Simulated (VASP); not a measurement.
# InP (F-43m) in VASP: notebook

Aim: see how the results for InP move with the level of theory and the settings. Levels: HSE06, PBEsol, PBE0. Tasks: band structure.

All numbers are computed with VASP 6.6.1; they aren't measurements. Logs are shortened: lines on timing, memory, paths and dates and some standing lists are left out, and cuts for length are marked.

**What was measured.**

A printed reference work, data compilation reports, for a bulk crystal of InP at 1.6 K: band gap 1.4236 eV (direct).

How close the calculation comes is told below.

**1. The crystal as given**

It takes space group F-43m (No. 216, cubic). Conventional cell: a = 5.879 Å, b = 5.879 Å, c = 5.879 Å, α = 90.00°, β = 90.00°, γ = 90.00°. Around In (site symmetry -43m) lie 4 P at 2.55 Å. Around P (site symmetry -43m) lie 4 In at 2.55 Å.

**2. Band structure, HSE06, spin-orbit coupling, no magnetisation**

POSCAR

```
InP                                     
1.0
    0.0000000000      2.9393308163      2.9393308163
    2.9393308163      0.0000000000      2.9393308163
    2.9393308163      2.9393308163      0.0000000000
  In              P             
     1     1
Direct
     0.0000000000000000    0.0000000000000000    0.0000000000000000
     0.2500000000000000    0.2500000000000000    0.2500000000000000
```

INCAR.step1

```
SYSTEM = InP
PREC = Accurate
ENCUT = 520
EDIFF = 1E-5
ISMEAR = 0
SIGMA = 0.03
LREAL = .FALSE.
LASPH = .TRUE.
NELM = 80
ALGO = Normal
ISIF = 2
LWAVE = .TRUE.
LCHARG = .FALSE.
MAGMOM = 0 0 0 0 0 0
LORBIT = 11
LSORBIT = .TRUE.
GGA_COMPAT = .FALSE.
NBANDS = 32
GGA = PE
```

INCAR.step2

```
SYSTEM = InP
PREC = Accurate
ENCUT = 520
EDIFF = 1E-6
ISMEAR = 0
SIGMA = 0.03
LREAL = .FALSE.
LASPH = .TRUE.
NELM = 80
ALGO = Normal
ISIF = 2
LWAVE = .FALSE.
LCHARG = .FALSE.
MAGMOM = 0 0 0 0 0 0
LORBIT = 11
LSORBIT = .TRUE.
GGA_COMPAT = .FALSE.
GGA = PE
LHFCALC = .TRUE.
HFSCREEN = 0.2
PRECFOCK = Fast
NBANDS = 32
ISTART = 1
```

KPOINTS

```
Automatic mesh
0
G
  4 4 4
  0 0 0
```

KPOINTS_OPT

```
explicit points
9
Reciprocal
 0.0000000000  0.0000000000  0.0000000000 1
 0.3750000000  0.3750000000  0.7500000000 1
 0.5000000000  0.5000000000  0.5000000000 1
 0.6250000000  0.2500000000  0.6250000000 1
 0.5000000000  0.2500000000  0.7500000000 1
 0.5000000000  0.0000000000  0.5000000000 1
 0.4000000000  0.0000000000  0.4000000000 1
 0.4250000000  0.0000000000  0.4250000000 1
 0.4500000000  0.0000000000  0.4500000000 1
```

Potentials or basis: VASP PAW PBE potentials, release 64 (In_d, P).

Started as:

```sh
$ cat potpaw_PBE.64/In_d/POTCAR potpaw_PBE.64/P/POTCAR > POTCAR
$ cp INCAR.step1 INCAR
$ mpirun -np 1 vasp_ncl > vasp.out
$ cp INCAR.step2 INCAR
$ mpirun -np 1 vasp_ncl > vasp.out
```

OUTCAR:

```text
SYSTEM = InP
   PREC = Accurate
   ENCUT = 520
   EDIFF = 1E-6
   ISMEAR = 0
   LREAL = .FALSE.
   LASPH = .TRUE.
   NELM = 80
   ISIF = 2
   LORBIT = 11
   LSORBIT = .TRUE.
   GGA = PE
   LHFCALC = .TRUE.
   HFSCREEN = 0.2
   PRECFOCK = Fast
   ISTART = 1

 ion  position               nearest neighbor table
   1  0.000  0.000  0.000-   2 2.55   2 2.55   2 2.55   2 2.55
   2  0.250  0.250  0.250-   1 2.55   1 2.55   1 2.55   1 2.55

  LATTYP: Found a face centered cubic cell.
 ALAT       =     5.8786616326

  Lattice vectors:

 A1 = (   0.0000000000,   2.9393308163,   2.9393308163)
 A2 = (   2.9393308163,   0.0000000000,   2.9393308163)
 A3 = (   2.9393308163,   2.9393308163,   0.0000000000)

Analysis of symmetry for initial positions (statically):
=====================================================================
 Subroutine PRICEL returns:
 Original cell was already a primitive cell.

 Routine SETGRP: Setting up the symmetry group for a
 face centered cubic supercell.

 Subroutine GETGRP returns: Found 24 space group operations
 (whereof 24 operations were pure point group operations)
 out of a pool of 48 trial point group operations.

The static configuration has the point symmetry T_d .

Analysis of symmetry for dynamics (positions and initial velocities):
=====================================================================
 Subroutine PRICEL returns:
 Original cell was already a primitive cell.

 Routine SETGRP: Setting up the symmetry group for a
 face centered cubic supercell.

 Subroutine GETGRP returns: Found 24 space group operations
 (whereof 24 operations were pure point group operations)
 out of a pool of 48 trial point group operations.

The dynamic configuration has the point symmetry T_d .

Analysis of structural, dynamic, and magnetic symmetry:
=====================================================================
 Subroutine PRICEL returns:
[... 498 lines left out ...]
  -------------------------------------------------------------------------------------
  Total        0.2387544      0.2387544      0.2387544      0.0000000      0.0000000     -0.0000000
  in kB        7.5315893      7.5315893      7.5315893      0.0000000      0.0000000     -0.0000000
  external PRESSURE =       7.5315893 kB  Pullay stress =       0.0000000 kB

 VOLUME and BASIS-vectors are now :
 -----------------------------------------------------------------------------
  energy-cutoff  :      520.00
  volume of cell :       50.79
      direct lattice vectors                 reciprocal lattice vectors
     0.000000000  2.939330816  2.939330816    -0.170106746  0.170106746  0.170106746
     2.939330816  0.000000000  2.939330816     0.170106746 -0.170106746  0.170106746
     2.939330816  2.939330816  0.000000000     0.170106746  0.170106746 -0.170106746

 POSITION                                       TOTAL-FORCE (eV/Angst)
 -----------------------------------------------------------------------------------
      0.00000      0.00000      0.00000        -0.000000     -0.000000     -0.000000
      1.46967      1.46967      1.46967         0.000000      0.000000      0.000000
 -----------------------------------------------------------------------------------
    total drift:                                0.000003     -0.000007     -0.000011

  FREE ENERGIE OF THE ION-ELECTRON SYSTEM (eV)
  ---------------------------------------------------
  free  energy   TOTEN  =        -9.9631882773 eV

  energy  without entropy=       -9.9631882773  energy(sigma->0) =       -9.96318828

 Spin-Orbit-Coupling matrix elements

 Ion:    1  E_soc:     -0.0674802
 l=   1
     0.0000000    -0.0050164    -0.0050164
    -0.0050164     0.0000000    -0.0050165
    -0.0050164    -0.0050165     0.0000000
 l=   2
     0.0000000    -0.0012837     0.0000000    -0.0012837    -0.0049466
    -0.0012837     0.0000000    -0.0037099    -0.0012837    -0.0012366
     0.0000000    -0.0037099     0.0000000    -0.0037099     0.0000000
    -0.0012837    -0.0012837    -0.0037099     0.0000000    -0.0012366
    -0.0049466    -0.0012366     0.0000000    -0.0012366     0.0000000
 l=   3
     0.0000000     0.0000000     0.0000000     0.0000000     0.0000000     0.0000000     0.0000000
     0.0000000     0.0000000     0.0000000     0.0000000     0.0000000     0.0000000     0.0000000
     0.0000000     0.0000000     0.0000000     0.0000000     0.0000000     0.0000000     0.0000000
     0.0000000     0.0000000     0.0000000     0.0000000     0.0000000     0.0000000     0.0000000
     0.0000000     0.0000000     0.0000000     0.0000000     0.0000000     0.0000000     0.0000000
     0.0000000     0.0000000     0.0000000     0.0000000     0.0000000     0.0000000     0.0000000
     0.0000000     0.0000000     0.0000000     0.0000000     0.0000000     0.0000000     0.0000000

 Ion:    2  E_soc:     -0.0009565
 l=   1
     0.0000000    -0.0001594    -0.0001594
    -0.0001594     0.0000000    -0.0001594
    -0.0001594    -0.0001594     0.0000000
 l=   2
     0.0000000     0.0000000     0.0000000     0.0000000     0.0000000
     0.0000000     0.0000000     0.0000000     0.0000000     0.0000000
     0.0000000     0.0000000     0.0000000     0.0000000     0.0000000
     0.0000000     0.0000000     0.0000000     0.0000000     0.0000000
     0.0000000     0.0000000     0.0000000     0.0000000     0.0000000
 l=   3
     0.0000000     0.0000000     0.0000000     0.0000000     0.0000000     0.0000000     0.0000000
     0.0000000     0.0000000     0.0000000     0.0000000     0.0000000     0.0000000     0.0000000
     0.0000000     0.0000000     0.0000000     0.0000000     0.0000000     0.0000000     0.0000000
     0.0000000     0.0000000     0.0000000     0.0000000     0.0000000     0.0000000     0.0000000
     0.0000000     0.0000000     0.0000000     0.0000000     0.0000000     0.0000000     0.0000000
     0.0000000     0.0000000     0.0000000     0.0000000     0.0000000     0.0000000     0.0000000
     0.0000000     0.0000000     0.0000000     0.0000000     0.0000000     0.0000000     0.0000000

 total charge

# of ion       s       p       d       tot
------------------------------------------
    1        0.830   0.783   9.917  11.530
    2        1.012   1.528   0.000   2.541
--------------------------------------------------
tot          1.842   2.311   9.917  14.070

 magnetization (x)

# of ion       s       p       d       tot
------------------------------------------
    1       -0.000  -0.000   0.000  -0.000
    2        0.000  -0.000   0.000  -0.000
--------------------------------------------------
tot          0.000  -0.000   0.000  -0.000

 magnetization (y)

# of ion       s       p       d       tot
------------------------------------------
    1        0.000   0.000   0.000   0.000
    2        0.000   0.000   0.000   0.000
--------------------------------------------------
tot          0.000   0.000   0.000   0.000

 magnetization (z)

# of ion       s       p       d       tot
------------------------------------------
    1       -0.000  -0.000   0.000  -0.000
    2        0.000   0.000   0.000   0.000
--------------------------------------------------
tot          0.000  -0.000   0.000  -0.000
```

It took 21 min on 1 thread of Intel Xeon 6975P-C (Granite Rapids), shared host; peak memory 0.41 GiB.

Results:

- Free energy: -9.9632 eV
- Pressure: 0.8 GPa
- Valence electrons inside the program's atomic spheres: In 11.53; P 2.54

Caveat: the k mesh is coarse (spacing up to 0.46 Å⁻¹), so the values aren't converged, least of all with exact exchange; the PAW data sets were made with another functional, which shifts forces and pressure a little.

**3. Band structure, PBEsol**

INCAR

```
SYSTEM = InP
ALGO = Normal
EDIFF = 1E-6
ENCUT = 520
GGA = PS
ISIF = 2
ISMEAR = 0
KPAR = 2
LASPH = .TRUE.
LCHARG = .FALSE.
LREAL = .FALSE.
LWAVE = .FALSE.
NBANDS = 16
NELM = 80
PREC = Accurate
SIGMA = 0.03
```

KPOINTS

```
k-points
0
G
  6 6 6
  0 0 0
```

POSCAR

```
InP                                     
1.0
    0.0000000000      2.9394456025      2.9394456025
    2.9394456025      0.0000000000      2.9394456025
    2.9394456025      2.9394456025      0.0000000000
  In              P             
     1     1
Direct
     0.0000000000000000    0.0000000000000000    0.0000000000000000
     0.2500000000000000    0.2500000000000000    0.2500000000000000
```

KPOINTS_OPT is that of step 2.

Potentials or basis: VASP PAW PBE potentials, release 64 (In_d, P).

Started as:

```sh
$ cat potpaw_PBE.64/In_d/POTCAR potpaw_PBE.64/P/POTCAR > POTCAR
$ mpirun -np 2 vasp_std > vasp.out
```

OUTCAR:

```text
SYSTEM = InP
   EDIFF = 1E-6
   ENCUT = 520
   GGA = PS
   ISIF = 2
   ISMEAR = 0
   LASPH = .TRUE.
   LREAL = .FALSE.
   NELM = 80
   PREC = Accurate

 ion  position               nearest neighbor table
   1  0.000  0.000  0.000-   2 2.55   2 2.55   2 2.55   2 2.55
   2  0.250  0.250  0.250-   1 2.55   1 2.55   1 2.55   1 2.55

  LATTYP: Found a face centered cubic cell.
 ALAT       =     5.8788912050

  Lattice vectors:

 A1 = (   0.0000000000,   2.9394456025,   2.9394456025)
 A2 = (   2.9394456025,   0.0000000000,   2.9394456025)
 A3 = (   2.9394456025,   2.9394456025,   0.0000000000)

Analysis of symmetry for initial positions (statically):
=====================================================================
 Subroutine PRICEL returns:
 Original cell was already a primitive cell.

 Routine SETGRP: Setting up the symmetry group for a
 face centered cubic supercell.

 Subroutine GETGRP returns: Found 24 space group operations
 (whereof 24 operations were pure point group operations)
 out of a pool of 48 trial point group operations.

The static configuration has the point symmetry T_d .

Analysis of symmetry for dynamics (positions and initial velocities):
[... 152 lines left out ...]

 val. band max:        4.9988733358   @ k =   0.0000   0.0000   0.0000
 cond. band min:       5.5619332122   @ k =   0.0000   0.0000   0.0000
 fundamental gap:      0.5630598764
 Fermi energy:         5.2150365924

 k-point     1 :       0.0000    0.0000    0.0000
  band No.  band energies     occupation
      1      -9.1399      2.00000
      2      -9.1399      2.00000
      3      -9.1399      2.00000
      4      -8.9902      2.00000
      5      -8.9902      2.00000
      6      -6.4874      2.00000
[... 281 lines left out ...]
      3      -9.0450      2.00000
      4      -9.0184      2.00000
      5      -8.9687      2.00000
      6      -4.0530      2.00000
[... 8 lines left out ...]
     15      16.2010      0.00000
     16      16.8848      0.00000

------------------------ aborting loop because EDIFF is reached ----------------------------------------

  FORCE on cell =-STRESS in cart. coord.  units (eV):
  Direction    XX          YY          ZZ          XY          YZ          ZX
  --------------------------------------------------------------------------------------
  -------------------------------------------------------------------------------------
  Total       -0.0137040     -0.0137040     -0.0137040      0.0000000     -0.0000000      0.0000000
  in kB       -0.4322471     -0.4322471     -0.4322471      0.0000000     -0.0000000      0.0000000
  external PRESSURE =      -0.4322471 kB  Pullay stress =       0.0000000 kB

 VOLUME and BASIS-vectors are now :
 -----------------------------------------------------------------------------
  energy-cutoff  :      520.00
  volume of cell :       50.80
      direct lattice vectors                 reciprocal lattice vectors
     0.000000000  2.939445603  2.939445603    -0.170100103  0.170100103  0.170100103
     2.939445603  0.000000000  2.939445603     0.170100103 -0.170100103  0.170100103
     2.939445603  2.939445603  0.000000000     0.170100103  0.170100103 -0.170100103

 POSITION                                       TOTAL-FORCE (eV/Angst)
 -----------------------------------------------------------------------------------
      0.00000      0.00000      0.00000        -0.000000     -0.000000     -0.000000
      1.46972      1.46972      1.46972         0.000000      0.000000      0.000000
 -----------------------------------------------------------------------------------
    total drift:                               -0.000000     -0.000000     -0.000000

  FREE ENERGIE OF THE ION-ELECTRON SYSTEM (eV)
  ---------------------------------------------------
  free  energy   TOTEN  =        -9.1430390457 eV

  energy  without entropy=       -9.1430390457  energy(sigma->0) =       -9.14303905
```

stdout:

```text
POSCAR found type information on POSCAR InP
 POSCAR found :  2 types and       2 ions
 scaLAPACK will be used
 -----------------------------------------------------------------------------
|                                                                             |
|                                                                             |
|     You enforced a specific xc type in the INCAR file but a different       |
|     I HOPE YOU KNOW WHAT YOU ARE DOING!                                     |
|                                                                             |
 -----------------------------------------------------------------------------

 LDA part: xc-table for (Slater+PW92), standard interpolation
 POSCAR, INCAR and KPOINTS ok, starting setup
 FFT: planning ... GRIDC
 FFT: planning ... GRID_SOFT
 FFT: planning ... GRID
 WAVECAR not read
 entering main loop
 Start KPOINTS_OPT (optional k-point list driver)
k-point batch [1-9\9]
```

Run time: 4.2 s. Hardware: 2 MPI ranks of Intel Xeon 6975P-C (Granite Rapids), shared host; peak memory 0.17 GiB.

What came out:

| Property | Result |
| --- | --- |
| Free energy | -9.1430 eV |
| Pressure | 0.0 GPa |
| Band gap on the k mesh | 0.56 eV, direct |
| Band gap along the path | 0.56 eV, direct |

Levels at points of the mesh, in eV from the valence-band top:
| k point | band 6 | band 7 | band 8 | band 9 | band 10 | band 11 | band 12 | band 13 |
| --- | --- | --- | --- | --- | --- | --- | --- | --- |
| (0.00, 0.00, 0.00) | -11.49 | 0.00 | 0.00 | 0.00 | 0.56 | 4.01 | 4.01 | 4.01 |
| (0.50, 0.00, 0.00) | -9.77 | -5.76 | -0.97 | -0.97 | 1.38 | 4.73 | 4.73 | 6.93 |
| (0.50, 0.50, 0.00) | -9.11 | -5.78 | -2.32 | -2.32 | 1.64 | 2.16 | 9.04 | 9.46 |

Caveat: the PAW data sets were made with another functional, which shifts forces and pressure a little; spin-orbit coupling is left out, which moves the levels of the heavy elements.

[end of part 1 of 2]
